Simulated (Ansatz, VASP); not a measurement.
**Al: VASP beside Ansatz**

```
Al
1.0
    -1.61779    1.61779    1.61779
     1.61779   -1.61779    1.61779
     1.61779    1.61779   -1.61779
Al
1
Direct
  0.00000 0.00000 0.00000
```

Alike in both runs: task single point; functional PBE; k mesh 19 × 19 × 19; occupations fermi-dirac, width 0.05 eV; no spin polarisation.

```csv
,VASP,Ansatz
version,VASP 6.6.1,Ansatz 0.2.0
potentials or method,"VASP PAW PBE potentials, release 64 (Al), cutoff 520 eV","all-electron LAPW, non-relativistic"
```

```tsv
	VASP	Ansatz	Ansatz less VASP
pressure (GPa)	0.0	0.0	-0.02
```

Ansatz ran all-electron here, so the differences hold the error of VASP's frozen core and of both bases.
